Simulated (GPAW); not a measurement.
# SnTe (F-43m) in GPAW: convergence with response cutoff (eV)

Aim: find how far response cutoff (eV) must go before the results for SnTe settle, at PBE. This setting moves, with any that are tied to it; all else stays.

All numbers are computed with GPAW 26.7.0; they aren't measurements. Logs are shortened: lines on timing, memory, paths and dates and some standing lists are left out, and cuts for length are marked. The log counts tension as positive stress, the text compression.

## (1) The crystal as given

It takes space group F-43m (No. 216, cubic). Conventional cell: a = 7.222 Å, b = 7.222 Å, c = 7.222 Å, α = 90.00°, β = 90.00°, γ = 90.00°. Te (site symmetry -43m) is surrounded by 4 Sn at 3.13 Å. Around Sn (site symmetry -43m) lie 4 Te at 3.13 Å.

Measurements of this composition are mostly on another form, of space group No. 225.

## (2) With response cutoff (eV) 10

The input, run.py:

```python
import numpy as np
from ase.dft.bandgap import bandgap
from ase.io import write
from ase.spacegroup import crystal
from gpaw import GPAW, PW
from gpaw.response.df import DielectricFunction

# Te 4d
# Sn 4a
atoms = crystal(['Te', 'Sn'],
                basis=[[0.25, 0.25, 0.75],
                       [0.0, 0.0, 0.0]],
                spacegroup=216, setting=1,  # F-43m
                cellpar=[7.222292, 7.222292, 7.222292, 90.0, 90.0, 90.0],
                primitive_cell=True)

calc = GPAW(mode=PW(450),
            xc='PBE',
            kpts={'size': (5, 5, 5), 'gamma': True},
            occupations={'name': 'fermi-dirac', 'width': 0.001},
            nbands=19,
            convergence={'density': 1e-06},
            maxiter=150,
            txt='gpaw.txt')
atoms.calc = calc
energy = atoms.get_potential_energy()
calc.write('gs.gpw')
write('result.traj', atoms)
print(f'Energy: {energy:.6f} eV')
print('Fermi level:', round(calc.get_fermi_level(), 4), 'eV')
print(f'Gap: {bandgap(calc)[0]:.4f} eV, direct: {bandgap(calc, direct=True)[0]:.4f} eV')

for size in [(10, 10, 10)]:
    name = 'x'.join(str(n) for n in size)
    dense = calc.fixed_density(kpts={'size': size, 'gamma': True},
                               nbands=40, convergence={'bands': 34, 'eigenstates': 1e-7},
                               update_fermi_level=True, txt=f'dense-{name}.txt')
    dense.write(f'{name}.gpw', mode='all')
    df = DielectricFunction(f'{name}.gpw', frequencies=np.array([0.0]), hilbert=False, eta=0.001,
                            ecut=10, nbands=34, intraband=False, txt=f'df-{name}.txt')
    for xc in ['RPA']:
        for direction in ['x', 'y', 'z', [0, 1, 1], [1, 0, 1], [1, 1, 0]]:
            e0, e = df.get_macroscopic_dielectric_constant(xc=xc, direction=direction)
            print(f'{name} {xc} {direction}: {e0:.4f} without, {e:.4f} with local fields')
```

Potentials or basis: GPAW PAW data sets (gpaw-data 1.2.1), pw.

Run with:

```bash
OMP_NUM_THREADS=1 python run.py
```

Run time: 1.9 min. Hardware: 1 thread of Arm Neoverse V1, shared host; peak memory 0.37 GiB.

Results:

```
Free energy                             : -7.2816 eV
Band gap on the k mesh                  : 0.41 eV, indirect (least direct gap 0.85 eV)
Electronic dielectric tensor (diagonal) : 12.32
```

## (3) With response cutoff (eV) 20

run.py: that of step 2 with these lines changed.

```diff
@@ -39,3 +39,3 @@
     df = DielectricFunction(f'{name}.gpw', frequencies=np.array([0.0]), hilbert=False, eta=0.001,
-                            ecut=10, nbands=34, intraband=False, txt=f'df-{name}.txt')
+                            ecut=20, nbands=34, intraband=False, txt=f'df-{name}.txt')
     for xc in ['RPA']:
```

Potentials or basis: GPAW PAW data sets (gpaw-data 1.2.1), pw.

Run with:

```bash
OMP_NUM_THREADS=1 python run.py
```

Wall time 1.9 min (1 thread of Arm Neoverse V1, shared host); peak memory 0.37 GiB.

What came out:

| Item | Value |
| --- | --- |
| Free energy | -7.2816 eV |
| Band gap on the k mesh | 0.41 eV, indirect (least direct gap 0.85 eV) |
| Electronic dielectric tensor (diagonal) | 12.31 |

## (4) With response cutoff (eV) 30

run.py: that of step 3 with these lines changed.

```diff
@@ -39,3 +39,3 @@
     df = DielectricFunction(f'{name}.gpw', frequencies=np.array([0.0]), hilbert=False, eta=0.001,
-                            ecut=20, nbands=34, intraband=False, txt=f'df-{name}.txt')
+                            ecut=30, nbands=34, intraband=False, txt=f'df-{name}.txt')
     for xc in ['RPA']:
```

Run with:

```bash
OMP_NUM_THREADS=1 python run.py
```

Wall time 1.9 min (1 thread of Arm Neoverse V1, shared host); peak memory 0.37 GiB.

It converged, with:

```yaml
Free_energy: -7.2816 eV
Band_gap_on_the_k_mesh: 0.41 eV, indirect (least direct gap 0.85 eV)
Electronic_dielectric_tensor_diagonal: 12.26
```

## (5) With response cutoff (eV) 50

run.py: that of step 4 with these lines changed.

```diff
@@ -39,3 +39,3 @@
     df = DielectricFunction(f'{name}.gpw', frequencies=np.array([0.0]), hilbert=False, eta=0.001,
-                            ecut=30, nbands=34, intraband=False, txt=f'df-{name}.txt')
+                            ecut=50, nbands=34, intraband=False, txt=f'df-{name}.txt')
     for xc in ['RPA']:
```

Run with:

```bash
OMP_NUM_THREADS=1 python run.py
```

Run time: 1.9 min. Hardware: 1 thread of Arm Neoverse V1, shared host; peak memory 0.37 GiB.

The run converged. Its results:

| Item | Value |
| --- | --- |
| Free energy | -7.2816 eV |
| Band gap on the k mesh | 0.41 eV, indirect (least direct gap 0.85 eV) |
| Electronic dielectric tensor (diagonal) | 12.00 |

## (6) With response cutoff (eV) 80

run.py: that of step 5 with these lines changed.

```diff
@@ -39,3 +39,3 @@
     df = DielectricFunction(f'{name}.gpw', frequencies=np.array([0.0]), hilbert=False, eta=0.001,
-                            ecut=50, nbands=34, intraband=False, txt=f'df-{name}.txt')
+                            ecut=80, nbands=34, intraband=False, txt=f'df-{name}.txt')
     for xc in ['RPA']:
```

Potentials or basis: GPAW PAW data sets (gpaw-data 1.2.1), pw.

Run with:

```bash
OMP_NUM_THREADS=1 python run.py
```

It took 1.9 min on 1 thread of Arm Neoverse V1, shared host; peak memory 0.37 GiB.

Results (log left out):

| Item | Value |
| --- | --- |
| Free energy | -7.2816 eV |
| Band gap on the k mesh | 0.41 eV, indirect (least direct gap 0.85 eV) |
| Electronic dielectric tensor (diagonal) | 11.96 |

## (7) With response cutoff (eV) 120

run.py: that of step 6 with these lines changed.

```diff
@@ -39,3 +39,3 @@
     df = DielectricFunction(f'{name}.gpw', frequencies=np.array([0.0]), hilbert=False, eta=0.001,
-                            ecut=80, nbands=34, intraband=False, txt=f'df-{name}.txt')
+                            ecut=120, nbands=34, intraband=False, txt=f'df-{name}.txt')
     for xc in ['RPA']:
```

Run with:

```bash
OMP_NUM_THREADS=1 python run.py
```

It took 1.9 min on 1 thread of Arm Neoverse V1, shared host; peak memory 0.38 GiB.

It converged, with:

```
Free energy                             : -7.2816 eV
Band gap on the k mesh                  : 0.41 eV, indirect (least direct gap 0.85 eV)
Electronic dielectric tensor (diagonal) : 11.96
```

## (8) With response cutoff (eV) 160

run.py: that of step 7 with these lines changed.

```diff
@@ -39,3 +39,3 @@
     df = DielectricFunction(f'{name}.gpw', frequencies=np.array([0.0]), hilbert=False, eta=0.001,
-                            ecut=120, nbands=34, intraband=False, txt=f'df-{name}.txt')
+                            ecut=160, nbands=34, intraband=False, txt=f'df-{name}.txt')
     for xc in ['RPA']:
```

Potentials or basis: GPAW PAW data sets (gpaw-data 1.2.1), pw.

Run with:

```bash
OMP_NUM_THREADS=1 python run.py
```

gpaw.txt:

```text
__  _  _
 | _ |_)|_||  |
 |__||  | ||/\| - 26.7.0

Input parameters:
  mode=PW(ecut=450.00000000000006),
  convergence={'density': 1e-06},
  kpts=MonkhorstPack(size=(5, 5, 5), gamma=True),
  maxiter=150,
  nbands=19,
  occupations=Occupations(name='fermi-dirac', width=0.001),
  xc=XC(name='PBE')

Diagonalizing LCAO Hamiltonian
Converting LCAO to pw mode

                        Te

       Sn

Atoms  # Å, Bohr magnetons
|   | symbol |        x |        y |        z |    initial magnetic moments |
|---|--------|----------|----------|----------|-----------------------------|
| 0 |     Te | 5.416719 | 5.416719 | 5.416719 | ( 0.0000,  0.0000,  0.0000) |
| 1 |     Sn | 0.000000 | 0.000000 | 0.000000 | ( 0.0000,  0.0000,  0.0000) |

Unit cell  # Å
| periodic |        x |        y |        z |  lengths |    angles |
|----------|----------|----------|----------|----------|-----------|
|      yes | 0.000000 | 3.611146 | 3.611146 | 5.106932 | 60.000000 |
|      yes | 3.611146 | 0.000000 | 3.611146 | 5.106932 | 60.000000 |
|      yes | 3.611146 | 3.611146 | 0.000000 | 5.106932 | 60.000000 |

Number of symmetries: 24
Symmetry operations  # r_c * U_cc + t_c -> r_c
|    | kind |            matrix            |
|----|------|------------------------------|
|  0 |  E   |  1, 0, 0,  0, 1, 0,  0, 0, 1 |
|  1 |  σ   |  1, 0, 0,  0, 0, 1,  0, 1, 0 |
|  2 |  σ   |  1, 0,-1,  0, 1,-1,  0, 0,-1 |
|  3 |  C3  |  1, 0,-1,  0, 0,-1,  0, 1,-1 |
|  4 |  C3  |  1,-1, 0,  0,-1, 1,  0,-1, 0 |
|  5 |  σ   |  1,-1, 0,  0,-1, 0,  0,-1, 1 |
|  6 |  σ   |  0, 1, 0,  1, 0, 0,  0, 0, 1 |
|  7 |  C3  |  0, 1, 0,  0, 0, 1,  1, 0, 0 |
|  8 |  C2  |  0, 1,-1,  1, 0,-1,  0, 0,-1 |
|  9 |  S4  |  0, 1,-1,  0, 0,-1,  1, 0,-1 |
| 10 |  C3  |  0, 0, 1,  1, 0, 0,  0, 1, 0 |
| 11 |  σ   |  0, 0, 1,  0, 1, 0,  1, 0, 0 |
| 12 |  S4  |  0, 0,-1,  1, 0,-1,  0, 1,-1 |
| 13 |  C3  |  0, 0,-1,  0, 1,-1,  1, 0,-1 |
| 14 |  S4  |  0,-1, 1,  1,-1, 0,  0,-1, 0 |
| 15 |  C2  |  0,-1, 1,  0,-1, 0,  1,-1, 0 |
| 16 |  C3  |  0,-1, 0,  1,-1, 0,  0,-1, 1 |
| 17 |  S4  |  0,-1, 0,  0,-1, 1,  1,-1, 0 |
| 18 |  S4  | -1, 1, 0, -1, 0, 1, -1, 0, 0 |
| 19 |  C3  | -1, 1, 0, -1, 0, 0, -1, 0, 1 |
| 20 |  C3  | -1, 0, 1, -1, 1, 0, -1, 0, 0 |
| 21 |  S4  | -1, 0, 1, -1, 0, 0, -1, 1, 0 |
| 22 |  σ   | -1, 0, 0, -1, 1, 0, -1, 0, 1 |
| 23 |  C2  | -1, 0, 0, -1, 0, 1, -1, 1, 0 |

BZ-sampling:
  Number of BZ points: 125
  Number of IBZ points: 10

  Monkhorst-Pack size: [5, 5, 5]
  Monkhorst-Pack shift: [0, 0, 0]

K-points  # in reciprocal-cell coordinates
|   |                                coordinates |     weight |
|---|--------------------------------------------|------------|
| 0 | (  0.00000000,   0.00000000,   0.00000000) | 0.00800000 |
| 1 | (  0.20000000,   0.20000000,   0.00000000) | 0.04800000 |
| 2 | (  0.20000000,   0.20000000,   0.20000000) | 0.06400000 |
| 3 | (  0.40000000,   0.20000000,  -0.20000000) | 0.19200000 |
| 4 | (  0.40000000,   0.20000000,   0.20000000) | 0.09600000 |
| 5 | (  0.40000000,   0.40000000,  -0.40000000) | 0.19200000 |
| 6 | (  0.40000000,   0.40000000,  -0.20000000) | 0.09600000 |
| 7 | (  0.40000000,   0.40000000,   0.00000000) | 0.04800000 |
| 8 | (  0.40000000,   0.40000000,   0.20000000) | 0.19200000 |
| 9 | (  0.40000000,   0.40000000,   0.40000000) | 0.06400000 |

Plane wave coefficients: 2085
Cutoff: 450.00000000000006 eV

Spin-components: 1 (collinear spins)
Bands:           19
Projectors:      11
Spin-degeneracy: 2
Datatype:        complex128

Parallelization:
  kpt:    1
  domain: 1
  band:   1

Density:
  Valence electrons: 20.0
  Components: 1
  Grid points: [25 25 25]
  Charge: 0.0  # |e|

Potential:
  Grid points: [25 25 25]

species:
  Te:
    name:    Tellurium
    Z:       52.0
    valence: 6
    core:    46
    charge:  0.0  # [|e|]
    compensation charges:
      type: gauss
      rc: 0.36  # [Å]
      lmax: 2
    cutoffs:
      filter: 2.09  # [Å]
      core: 3.17  # [Å]
    projectors
    | kind |    occ | energy [eV] | rcut [Å] |
    |------|--------|-------------|----------|
    |   5s |  2.000 |     -15.089 |    1.180 |
    |   5p |  4.000 |      -5.955 |    1.196 |
    |    s |        |      12.123 |    1.180 |
    |    p |        |      21.256 |    1.196 |
    |    d |        |       0.000 |    1.238 |

    Using partial waves for Te as LCAO basis

  Sn:
    name:    Tin
    Z:       50.0
    valence: 14
    core:    36
    charge:  0.0  # [|e|]
    compensation charges:
      type: gauss
      rc: 0.38  # [Å]
      lmax: 2
    cutoffs:
      filter: 2.23  # [Å]
      core: 2.35  # [Å]
    projectors
    | kind |    occ | energy [eV] | rcut [Å] |
    |------|--------|-------------|----------|
    |   5s |  2.000 |     -10.538 |    1.201 |
    |   5p |  2.000 |      -3.696 |    1.270 |
    |   4d | 10.000 |     -25.845 |    1.185 |
    |    s |        |      16.674 |    1.201 |
    |    p |        |      23.515 |    1.270 |
    |    d |        |       1.367 |    1.185 |

    Using partial waves for Sn as LCAO basis

Reference energy: -352801.376741  # eV

eigensolver:
  PPCG
  Converge bands: occupied
  niter=2

density mixing:
  MSR1-Mixer
  Pratt-step length: 0.05
  Maximum mixing coefficient: 0.75
  Old densities: 10
  SVD Regularization: 0.005
  Good broyden scale: 1.0
  Trust region scale: 1.0
  Backstep threshold: 4.0
  History deletion threshold: 6.0
  Fourier metric: weight=20.0, sigma=0.015

occupation numbers:
  Fermi-Dirac:
    width: 0.0010  # eV

poisson solver:
  ecut: 3600.0000000000005  # eV

xc functional:
  name: PBE with 2 nearest neighbor stencil

convergence criteria:
- Maximum integral of absolute [dens]ity change: 1e-06 electrons / valence electron
- Maximum [total energy] change in last 3 cyles: 0.0005 eV / valence electron
- Maximum integral of absolute [eigenst]ate change: 4e-08 eV^2 / valence electron
maximum number of iterations: 150

SCF iterations
|iter     | |      energy | eigst |  dens |
|---------|-|-------------|-------|-------|
|iter:   1| |   -7.400563 | -0.25 |       |
|iter:   2| |   -7.373585 | -2.17 | -1.30 |
|iter:   3| |   -7.279768 | -2.44 | -1.36 |
|iter:   4| |   -7.281256 | -3.72 | -1.91 |
|iter:   5| |   -7.281533c| -4.19 | -2.30 |
|iter:   6| |   -7.281566c| -5.61 | -3.17 |
|iter:   7| |   -7.281571c| -6.51 | -3.63 |
|iter:   8| |   -7.281571c| -7.72c| -4.80 |
|iter:   9| |   -7.281571c| -7.95c| -5.19 |
|iter:  10| |   -7.281571c| -8.52c| -5.86 |
|iter:  11| |   -7.281571c| -8.91c| -6.52c|

Converged in 11 steps
Energy contributions relative to reference atoms: (reference = -352801.376741)

Energy contributions:
  Kinetic:          11.034992
  Coulomb:         -12.496911
  Zero:              0.205681
  External:          0.000000
  Xc:               -6.025334
  Entropy:          -0.000000
  Spinorbit:         0.000000
  ----------------------------
  Free energy:      -7.281571
  Extrapolated:     -7.281571

dipole moment: (-20.840919, -20.840919, -20.840919)  # |e|*Ang

Fermi level: 2.924
Eigenvalues  # (at kpt = [0.000, 0.000, 0.000])
| band index |      eig [eV] | occ [0-2] |
|------------|---------------|-----------|
|          0 |       -18.934 |     2.000 |
|        ... |               |           |
|          2 |       -18.934 |     2.000 |
|          3 |       -18.925 |     2.000 |
|          4 |       -18.925 |     2.000 |
|          5 |        -8.659 |     2.000 |
|          6 |        -2.314 |     2.000 |
|          7 |         0.913 |     2.000 |
[... 9 lines left out ...]
|         17 |        10.484 |     0.000 |
|         18 |        10.484 |     0.000 |

Gap: 0.413 eV
Transition (v -> c):
  (s=0, k=3, n=9, [0.40, 0.20, -0.20]) -> (s=0, k=7, n=10, [0.40, 0.40, 0.00])
Direct/indirect transitions are different
Direct gap: 0.850 eV
Transition at: (s=0, k=7, n=9, [0.40, 0.40, 0.00])
# Writing to gs.gpw (mode='')
```

It took 1.9 min on 1 thread of Arm Neoverse V1, shared host; peak memory 0.39 GiB.

What came out:

- Free energy: -7.2816 eV
- Band gap on the k mesh: 0.41 eV, indirect (least direct gap 0.85 eV)
- Electronic dielectric tensor (diagonal): 11.95

## (9) The series at a glance

```tsv
response cutoff (eV)	dielectric constant	SCF cycles	CPU time (s)	peak memory (GiB)
10	12.317	11	110	0.37
20	12.312	11	120	0.37
30	12.257	11	120	0.37
50	11.996	11	110	0.37
80	11.958	11	120	0.37
120	11.956	11	110	0.38
160	11.955	11	110	0.39
```

Against the tightest run, the dielectric constant stays within 0.05 from 50 on. The tightest run that finished is the yardstick and may itself not be fully converged.

Caveats: the gap is small at this level, which inflates the dielectric constant; the long-wavelength limit can be off by a per cent or two; spin-orbit coupling is left out, which moves the levels of the heavy elements.
